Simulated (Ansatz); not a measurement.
# Molybdenum, hcp under revPBE: ground state and equation of state, part 2 of 2

Aim: take molybdenum in the hcp structure, relax it, solve it on a dense k-mesh, then scale the cell to 7 volumes from 88 to 112 % of the relaxed one and try a fit of the equation of state. Spin polarisation is left out. The k-meshes are 13×13×7 for the relaxation; 21×21×11 for the dense run; 15×15×7 for the volumes.

Ansatz 0.2.0; DFT, revPBE, plane waves (420 eV) with PAW, scalar-relativistic.

## Step 3: Single point on a dense mesh

This is Mo in the hcp structure; at room conditions it is bcc.

Contents of input.yaml:

```yaml
crystal:
  lattice:
    - [2.7677954138, 0.0, 0.0]
    - [-1.3838977069, 2.3969811408, 0.0]
    - [0.0, 0.0, 4.9088966175]
  atoms:
    - { symbol: Mo, position: [0.3333333333, 0.6666666667, 0.25] }
    - { symbol: Mo, position: [0.6666666667, 0.3333333333, 0.75] }
hamiltonian:
  xc: revpbe
  pseudopotentials:
    kind: paw
    azcp:
      Mo: "pseudopotentials/Mo.paw.azcp"
basis:
  ecutwfc: 420
  fft_grid_basis: typed
kpoints:
  mp_grid: { grid: [21, 21, 11], shift: [0, 0, 0] }
magnetization:
  spin_polarized: false
scf:
  occupations: { method: fermi_dirac, width: 0.1 }
output:
  write_density: true
  write_potential: true
  elf: true
  volumetric_format: npy
```

The program printed, shortened:

```text
Warning: RAYON_NUM_THREADS=2 ignored (pool sized by the plan → 2); use --threads N
[...]
Pseudopotentials: kind: paw
Pseudopotential: Mo, paw, valence charge 14, recommended cutoff 420 eV (normal), <dir>
Functional definition: revPBE
[...]
Crystal: 2 atoms, lattice volume = 32.567 Å³
Basis set: ecut = 420 eV, 653 PW (Γ)
Bands: 18, of which v1, the nominal top of the filled ones, is band 14 counted from 1 (13 counted from 0)
Symmetry: 24 space group operations
Space group: P63/mmc (ITA 194), of the structure as read, at distance tolerance 3.2e-5 Å
k-points: 288 of 4851
[...]
SCF iter   1: F=—  HF=-9921.192625 eV  |F-HF|=—  |Δ(HF+E_count)|=         —  Δρ=5.81e-3  dr2=9.86e-3  ethr=1.77e-3  ⟨swp⟩=5.1  Hψ=23135  notcnv=0
[...]
SCF iter   6: F=-9921.190253 eV  HF=-9921.190253 eV  |F-HF|=4.86e-10  |Δ(HF+E_count)|=   2.09e-8  Δρ=4.48e-6  dr2=4.94e-9  ethr=3.57e-10  ⟨swp⟩=2.2  Hψ=11045  notcnv=0
[...]
SCF converged after 6 iterations
Free energy (F): -9921.190253 eV
[...]
E sigma→0 (E₀):  -9921.145906 eV
Entropy (-TS):   -0.088693 eV (-44.347 meV/atom)
Fermi energy:    19.884275 eV
[...]
--- Band table (eV; the first three rows and the last of 288) ---
  k-point 0: bands = ["-40.9823", "-40.8334", "-15.5188", "-14.5107", "-14.3511", "-14.3511", "-14.2501", "-14.2501", "13.1141", "15.2340", "18.2206", "19.2574", "19.2574", "19.7455", "19.7455", "20.4594", "21.3048", "21.3048"]
[...]
```

Wall time 5.3 s (2 threads of an Arm CPU, shared host); peak memory 0.39 GiB.

Density in a lattice plane of the grid's cell (edges 2.77 and 4.91 Å, at 0.333 of the third edge), which holds Mo.

Values in e/Å³, 12 rows by 6 columns:
```
0.31 0.25 0.32 0.83 1.55 0.84
0.62 0.32 0.67 3.48 5.68 3.46
0.95 0.37 1.05 5.30 6.48 5.15
0.63 0.32 0.68 3.49 5.64 3.46
0.32 0.25 0.32 0.88 1.65 0.89
0.25 0.24 0.25 0.31 0.36 0.31
0.32 0.37 0.32 0.28 0.27 0.28
0.63 1.04 0.68 0.34 0.29 0.34
0.94 1.74 1.04 0.40 0.31 0.39
0.62 1.03 0.67 0.34 0.29 0.34
0.31 0.36 0.32 0.28 0.27 0.27
0.24 0.23 0.25 0.30 0.35 0.30
```
Columns run along the first of these edges and rows up along the second, over one cell in 6 and 12 even steps from the bottom left corner. Atoms in the plane (fractional): Mo at (0.67, 0.75).

ELF in the same plane.

Ten even steps from '0' (0.17) to '9' (0.74):
```
12332101232100
01321014687630
11220158999973
21211489867997
31211599634898
21211489867996
01220158999973
01321014788630
12332101233100
22222221222222
10000123444432
00000013565431
01221112455310
24554211344211
35665311233211
24554211343211
11221112455310
00000013555431
10000123444432
22222221111122
```
Columns run along the first of these edges and rows up along the second, over one cell in 14 and 20 even steps from the bottom left corner. Atoms in the plane (fractional): Mo at (0.67, 0.75).

Both are smooth fields of the valence electrons: close to the nuclei they are not physical.

Maxima of ELF outside the ion cores: 0.52 between the atoms, 1.7 Å from Mo.

## Step 4: Equation of state: 88 %

input.yaml: that of step 3 with these lines changed.

```diff
@@ -2,5 +2,5 @@
   lattice:
-    - [2.7677954138, 0.0, 0.0]
-    - [-1.3838977069, 2.3969811408, 0.0]
-    - [0.0, 0.0, 4.9088966175]
+    - [2.6523339812, 0.0, 0.0]
+    - [-1.3261669906, 2.296988607, 0.0]
+    - [0.0, 0.0, 4.7041169458]
   atoms:
@@ -18,3 +18,3 @@
 kpoints:
-  mp_grid: { grid: [21, 21, 11], shift: [0, 0, 0] }
+  mp_grid: { grid: [15, 15, 7], shift: [0, 0, 0] }
 magnetization:
@@ -23,3 +23,5 @@
   occupations: { method: fermi_dirac, width: 0.1 }
+  lower_state_search: "off"
 output:
+  stress: true
   write_density: true
```

The program printed, shortened:

```text
Warning: RAYON_NUM_THREADS=2 ignored (pool sized by the plan → 2); use --threads N
[...]
[... 3 set-up lines as earlier in the session ...]
[...]
Crystal: 2 atoms, lattice volume = 28.659 Å³
Basis set: ecut = 420 eV, 561 PW (Γ)
Bands: 18, of which v1, the nominal top of the filled ones, is band 14 counted from 1 (13 counted from 0)
[... 2 set-up lines as earlier in the session ...]
k-points: 108 of 1575
[...]
SCF iter   1: F=—  HF=-9920.776543 eV  |F-HF|=—  |Δ(HF+E_count)|=         —  Δρ=7.52e-3  dr2=1.22e-2  ethr=1.77e-3  ⟨swp⟩=5.1  Hψ=8743  notcnv=0
[...]
SCF iter   6: F=-9920.773664 eV  HF=-9920.773664 eV  |F-HF|=6.66e-10  |Δ(HF+E_count)|=   3.40e-8  Δρ=3.72e-6  dr2=2.27e-9  ethr=6.82e-11  ⟨swp⟩=5.0  Hψ=11016  notcnv=0
[...]
SCF converged after 6 iterations
Free energy (F): -9920.773664 eV
[...]
E sigma→0 (E₀):  -9920.735851 eV
Entropy (-TS):   -0.075625 eV (-37.813 meV/atom)
Fermi energy:    23.069072 eV
[...]
--- Stress (GPa, compression-positive) ---
       40.478820       0.000000       0.000000
        0.000000      40.478820       0.000000
        0.000000       0.000000      33.911359
  P = ⅓ Tr σ = 38.2897 GPa (382.897 kbar)
--- Band table (eV; the first three rows and the last of 108) ---
  k-point 0: bands = ["-37.8107", "-37.5566", "-12.5976", "-11.0637", "-10.8796", "-10.8796", "-10.7302", "-10.7302", "15.9259", "17.8319", "21.0195", "22.2199", "22.2199", "22.8156", "22.8156", "24.0273", "24.6734", "24.6734"]
[...]
```

It took 2.2 s on 2 threads of an Arm CPU, shared host; peak memory 0.32 GiB.

## Step 5: Equation of state: 92 %

input.yaml: that of step 4 with these lines changed.

```diff
@@ -2,5 +2,5 @@
   lattice:
-    - [2.6523339812, 0.0, 0.0]
-    - [-1.3261669906, 2.296988607, 0.0]
-    - [0.0, 0.0, 4.7041169458]
+    - [2.6919268927, 0.0, 0.0]
+    - [-1.3459634463, 2.3312770742, 0.0]
+    - [0.0, 0.0, 4.7743379992]
   atoms:
@@ -26,5 +26 @@
   stress: true
-  write_density: true
-  write_potential: true
-  elf: true
-  volumetric_format: npy
```

The program printed, shortened:

```text
Warning: RAYON_NUM_THREADS=2 ignored (pool sized by the plan → 2); use --threads N
[...]
[... 3 set-up lines as earlier in the session ...]
[...]
Crystal: 2 atoms, lattice volume = 29.962 Å³
Basis set: ecut = 420 eV, 597 PW (Γ)
Bands: 18, of which v1, the nominal top of the filled ones, is band 14 counted from 1 (13 counted from 0)
[... 2 set-up lines as earlier in the session ...]
k-points: 108 of 1575
[...]
SCF iter   1: F=—  HF=-9921.023018 eV  |F-HF|=—  |Δ(HF+E_count)|=         —  Δρ=6.87e-3  dr2=1.17e-2  ethr=1.77e-3  ⟨swp⟩=5.1  Hψ=8721  notcnv=0
[...]
SCF iter   6: F=-9921.019988 eV  HF=-9921.019988 eV  |F-HF|=2.07e-10  |Δ(HF+E_count)|=   2.90e-8  Δρ=4.33e-6  dr2=3.36e-9  ethr=3.57e-10  ⟨swp⟩=4.0  Hψ=6210  notcnv=0
[...]
SCF converged after 6 iterations
Free energy (F): -9921.019988 eV
[...]
E sigma→0 (E₀):  -9920.980623 eV
Entropy (-TS):   -0.078730 eV (-39.365 meV/atom)
Fermi energy:    21.919620 eV
[...]
--- Stress (GPa, compression-positive) ---
       24.103748       0.000000       0.000000
        0.000000      24.103748      -0.000000
        0.000000      -0.000000      20.274307
  P = ⅓ Tr σ = 22.8273 GPa (228.273 kbar)
```

It took 1.9 s on 2 threads of an Arm CPU, shared host; peak memory 0.31 GiB.

## Step 6: Equation of state: 96 %

input.yaml: that of step 5 with these lines changed.

```diff
@@ -2,5 +2,5 @@
   lattice:
-    - [2.6919268927, 0.0, 0.0]
-    - [-1.3459634463, 2.3312770742, 0.0]
-    - [0.0, 0.0, 4.7743379992]
+    - [2.7303881875, 0.0, 0.0]
+    - [-1.3651940937, 2.3645855325, 0.0]
+    - [0.0, 0.0, 4.8425520439]
   atoms:
```

The program printed, shortened:

```text
Warning: RAYON_NUM_THREADS=2 ignored (pool sized by the plan → 2); use --threads N
[...]
[... 3 set-up lines as earlier in the session ...]
[...]
Crystal: 2 atoms, lattice volume = 31.265 Å³
Basis set: ecut = 420 eV, 623 PW (Γ)
Bands: 18, of which v1, the nominal top of the filled ones, is band 14 counted from 1 (13 counted from 0)
[... 2 set-up lines as earlier in the session ...]
k-points: 108 of 1575
[...]
SCF iter   1: F=—  HF=-9921.155493 eV  |F-HF|=—  |Δ(HF+E_count)|=         —  Δρ=6.35e-3  dr2=1.11e-2  ethr=1.77e-3  ⟨swp⟩=5.2  Hψ=8726  notcnv=0
[...]
SCF iter   6: F=-9921.152634 eV  HF=-9921.152634 eV  |F-HF|=4.47e-10  |Δ(HF+E_count)|=   2.23e-8  Δρ=4.59e-6  dr2=4.88e-9  ethr=3.57e-10  ⟨swp⟩=4.0  Hψ=6189  notcnv=0
[...]
SCF converged after 6 iterations
Free energy (F): -9921.152634 eV
[...]
E sigma→0 (E₀):  -9921.111477 eV
Entropy (-TS):   -0.082315 eV (-41.158 meV/atom)
Fermi energy:    20.863034 eV
[...]
--- Stress (GPa, compression-positive) ---
       10.770378       0.000000       0.000000
        0.000000      10.770378       0.000000
        0.000000       0.000000       9.153864
  P = ⅓ Tr σ = 10.2315 GPa (102.315 kbar)
```

Run time: 1.7 s. Hardware: 2 threads of an Arm CPU, shared host; peak memory 0.32 GiB.

## Step 7: Equation of state: 100 %

input.yaml: that of step 6 with these lines changed.

```diff
@@ -2,5 +2,5 @@
   lattice:
-    - [2.7303881875, 0.0, 0.0]
-    - [-1.3651940937, 2.3645855325, 0.0]
-    - [0.0, 0.0, 4.8425520439]
+    - [2.7677954138, 0.0, 0.0]
+    - [-1.3838977069, 2.3969811408, 0.0]
+    - [0.0, 0.0, 4.9088966175]
   atoms:
```

The program printed, shortened:

```text
Warning: RAYON_NUM_THREADS=2 ignored (pool sized by the plan → 2); use --threads N
[...]
[... 3 set-up lines as earlier in the session ...]
[...]
Crystal: 2 atoms, lattice volume = 32.567 Å³
Basis set: ecut = 420 eV, 653 PW (Γ)
Bands: 18, of which v1, the nominal top of the filled ones, is band 14 counted from 1 (13 counted from 0)
[... 2 set-up lines as earlier in the session ...]
k-points: 108 of 1575
[...]
SCF iter   1: F=—  HF=-9921.195159 eV  |F-HF|=—  |Δ(HF+E_count)|=         —  Δρ=5.92e-3  dr2=1.04e-2  ethr=1.77e-3  ⟨swp⟩=5.1  Hψ=8729  notcnv=0
[...]
SCF iter   6: F=-9921.192701 eV  HF=-9921.192701 eV  |F-HF|=1.68e-9  |Δ(HF+E_count)|=   3.62e-9  Δρ=4.80e-6  dr2=6.16e-9  ethr=3.57e-10  ⟨swp⟩=4.0  Hψ=6181  notcnv=0
[...]
SCF converged after 6 iterations
Free energy (F): -9921.192701 eV
[...]
E sigma→0 (E₀):  -9921.149630 eV
Entropy (-TS):   -0.086144 eV (-43.072 meV/atom)
Fermi energy:    19.888175 eV
[...]
--- Stress (GPa, compression-positive) ---
       -0.079424      -0.000000       0.000000
        0.000000      -0.079424       0.000000
        0.000000       0.000000       0.087736
  P = ⅓ Tr σ = -0.0237 GPa (-0.237 kbar)
```

It took 1.9 s on 2 threads of an Arm CPU, shared host; peak memory 0.32 GiB.

## Step 8: Equation of state: 104 %

input.yaml: that of step 7 with these lines changed.

```diff
@@ -2,5 +2,5 @@
   lattice:
-    - [2.7677954138, 0.0, 0.0]
-    - [-1.3838977069, 2.3969811408, 0.0]
-    - [0.0, 0.0, 4.9088966175]
+    - [2.8042179513, 0.0, 0.0]
+    - [-1.4021089757, 2.4285239836, 0.0]
+    - [0.0, 0.0, 4.9734947704]
   atoms:
@@ -26 +26,5 @@
   stress: true
+  write_density: true
+  write_potential: true
+  elf: true
+  volumetric_format: npy
```

The program printed, shortened:

```text
Warning: RAYON_NUM_THREADS=2 ignored (pool sized by the plan → 2); use --threads N
[...]
[... 3 set-up lines as earlier in the session ...]
[...]
Crystal: 2 atoms, lattice volume = 33.870 Å³
Basis set: ecut = 420 eV, 677 PW (Γ)
Bands: 18, of which v1, the nominal top of the filled ones, is band 14 counted from 1 (13 counted from 0)
[... 2 set-up lines as earlier in the session ...]
k-points: 108 of 1575
[...]
SCF iter   1: F=—  HF=-9921.159565 eV  |F-HF|=—  |Δ(HF+E_count)|=         —  Δρ=5.58e-3  dr2=9.78e-3  ethr=1.77e-3  ⟨swp⟩=5.1  Hψ=8768  notcnv=0
[...]
SCF iter   6: F=-9921.157428 eV  HF=-9921.157428 eV  |F-HF|=7.91e-10  |Δ(HF+E_count)|=   1.69e-8  Δρ=3.50e-6  dr2=3.34e-9  ethr=3.57e-10  ⟨swp⟩=7.0  Hψ=10949  notcnv=0
[...]
SCF converged after 6 iterations
Free energy (F): -9921.157428 eV
[...]
E sigma→0 (E₀):  -9921.112391 eV
Entropy (-TS):   -0.090075 eV (-45.038 meV/atom)
Fermi energy:    18.985730 eV
[...]
--- Stress (GPa, compression-positive) ---
       -8.898025      -0.000000       0.000000
       -0.000000      -8.898025       0.000000
        0.000000       0.000000      -7.295116
  P = ⅓ Tr σ = -8.3637 GPa (-83.637 kbar)
--- Band table (eV; the first three rows and the last of 108) ---
  k-point 0: bands = ["-41.8986", "-41.7728", "-16.3741", "-15.4913", "-15.3359", "-15.3359", "-15.2466", "-15.2466", "12.3410", "14.5007", "17.4176", "18.4094", "18.4094", "18.8681", "18.8681", "19.4734", "20.3420", "20.3420"]
[...]
```

Wall time 2.7 s (2 threads of an Arm CPU, shared host); peak memory 0.33 GiB.

## Step 9: Equation of state: 108 %

input.yaml: that of step 8 with these lines changed.

```diff
@@ -2,5 +2,5 @@
   lattice:
-    - [2.8042179513, 0.0, 0.0]
-    - [-1.4021089757, 2.4285239836, 0.0]
-    - [0.0, 0.0, 4.9734947704]
+    - [2.8397181497, 0.0, 0.0]
+    - [-1.4198590749, 2.4592680572, 0.0]
+    - [0.0, 0.0, 5.0364570844]
   atoms:
```

The program printed, shortened:

```text
Warning: RAYON_NUM_THREADS=2 ignored (pool sized by the plan → 2); use --threads N
[...]
[... 3 set-up lines as earlier in the session ...]
[...]
Crystal: 2 atoms, lattice volume = 35.173 Å³
Basis set: ecut = 420 eV, 701 PW (Γ)
Bands: 18, of which v1, the nominal top of the filled ones, is band 14 counted from 1 (13 counted from 0)
[... 1 set-up line as earlier in the session ...]
Space group: P63/mmc (ITA 194), of the structure as read, at distance tolerance 3.3e-5 Å
k-points: 108 of 1575
[...]
SCF iter   1: F=—  HF=-9921.062682 eV  |F-HF|=—  |Δ(HF+E_count)|=         —  Δρ=5.30e-3  dr2=9.15e-3  ethr=1.77e-3  ⟨swp⟩=5.1  Hψ=8757  notcnv=0
[...]
SCF iter   6: F=-9921.060953 eV  HF=-9921.060953 eV  |F-HF|=3.89e-10  |Δ(HF+E_count)|=   1.04e-8  Δρ=2.74e-6  dr2=1.59e-9  ethr=3.57e-10  ⟨swp⟩=7.0  Hψ=10913  notcnv=0
[...]
SCF converged after 6 iterations
Free energy (F): -9921.060953 eV
[...]
E sigma→0 (E₀):  -9921.013910 eV
Entropy (-TS):   -0.094085 eV (-47.042 meV/atom)
Fermi energy:    18.147871 eV
[...]
--- Stress (GPa, compression-positive) ---
      -16.048228       0.000000       0.000000
        0.000000     -16.048228      -0.000000
        0.000000      -0.000000     -13.296136
  P = ⅓ Tr σ = -15.1309 GPa (-151.309 kbar)
--- Band table (eV; the first three rows and the last of 108) ---
  k-point 0: bands = ["-42.7576", "-42.6509", "-17.1787", "-16.4033", "-16.2531", "-16.2531", "-16.1739", "-16.1739", "11.6329", "13.8204", "16.6677", "17.6166", "17.6166", "18.0484", "18.0484", "18.5694", "19.4447", "19.4447"]
[...]
```

Run time: 2.7 s. Hardware: 2 threads of an Arm CPU, shared host; peak memory 0.33 GiB.

## Step 10: Equation of state: 112 %

input.yaml: that of step 9 with these lines changed.

```diff
@@ -2,5 +2,5 @@
   lattice:
-    - [2.8397181497, 0.0, 0.0]
-    - [-1.4198590749, 2.4592680572, 0.0]
-    - [0.0, 0.0, 5.0364570844]
+    - [2.8743522722, 0.0, 0.0]
+    - [-1.4371761361, 2.4892620872, 0.0]
+    - [0.0, 0.0, 5.0978833466]
   atoms:
@@ -26,5 +26 @@
   stress: true
-  write_density: true
-  write_potential: true
-  elf: true
-  volumetric_format: npy
```

The program printed, shortened:

```text
Warning: RAYON_NUM_THREADS=2 ignored (pool sized by the plan → 2); use --threads N
[...]
[... 3 set-up lines as earlier in the session ...]
[...]
Crystal: 2 atoms, lattice volume = 36.475 Å³
Basis set: ecut = 420 eV, 713 PW (Γ)
Bands: 18, of which v1, the nominal top of the filled ones, is band 14 counted from 1 (13 counted from 0)
[... 2 set-up lines as earlier in the session ...]
k-points: 108 of 1575
[...]
SCF iter   1: F=—  HF=-9920.916021 eV  |F-HF|=—  |Δ(HF+E_count)|=         —  Δρ=5.04e-3  dr2=8.49e-3  ethr=1.77e-3  ⟨swp⟩=5.0  Hψ=8658  notcnv=0
[...]
SCF iter   6: F=-9920.914890 eV  HF=-9920.914890 eV  |F-HF|=3.11e-10  |Δ(HF+E_count)|=   1.54e-8  Δρ=3.05e-6  dr2=2.41e-9  ethr=3.57e-10  ⟨swp⟩=4.0  Hψ=6817  notcnv=0
[...]
SCF converged after 6 iterations
Free energy (F): -9920.914890 eV
[...]
E sigma→0 (E₀):  -9920.865789 eV
Entropy (-TS):   -0.098202 eV (-49.101 meV/atom)
Fermi energy:    17.367880 eV
[...]
--- Stress (GPa, compression-positive) ---
      -21.823024      -0.000000       0.000000
        0.000000     -21.823024       0.000000
        0.000000       0.000000     -18.156971
  P = ⅓ Tr σ = -20.6010 GPa (-206.010 kbar)
```

It took 1.9 s on 2 threads of an Arm CPU, shared host; peak memory 0.32 GiB.

## Step 11: Fitting the volumes

The cell was scaled evenly, with its shape and the fractional positions fixed.

```
V (Å³/atom)  E − E₀ (meV/atom)  P from the stress (GPa)  P from the fit (GPa)
     14.330              206.9                    38.29                 38.20
     14.981               84.5                    22.83                 22.60
     15.632               19.0                    10.23                  9.99
     16.284                0.0                    -0.02                 -0.26
     16.935               18.6                    -8.36                 -8.59
     17.586               67.8                   -15.13                -15.38
     18.238              141.9                   -20.60                -20.91
```

A third-order Birch-Murnaghan fit gives V₀ = 16.266 Å³/atom, B₀ = 232 GPa and B₀′ = 4.2; it misses no point by more than 0.06 meV/atom.

The fit is made to E(σ → 0), while the stress belongs to the free energy F; that is one source of the offset between the two pressures.

## Step 12: Summary of results

The summary covers parts 1 to 2.

```
                      quantity                                   value
space group (spins left aside)                      P6_3/mmc (No. 194)
             conventional cell  a = 2.768 Å, c = 4.909 Å (c/a = 1.774)
                        volume                          16.284 Å³/atom
             shortest distance                                 2.768 Å
               gap on the mesh            none (levels filled in part)
               relative to bcc                           +438 meV/atom
 highest ELF outside the cores      0.52, 1.66 Å from the nearest atom
                   V₀, B₀, B₀′            16.266 Å³/atom, 232 GPa, 4.2
```

In words: The relaxation enlarged the cell by 4.5 % in volume. Against the reference form of molybdenum (bcc, computed apart with the same settings) it stands 438 meV/atom higher. Levels at the Fermi energy are filled in part, as in a metal. The fitted modulus is 232 GPa; letting shape and positions relax at each volume could only lower it. Relaxation kept the symmetry; phonons were not checked.
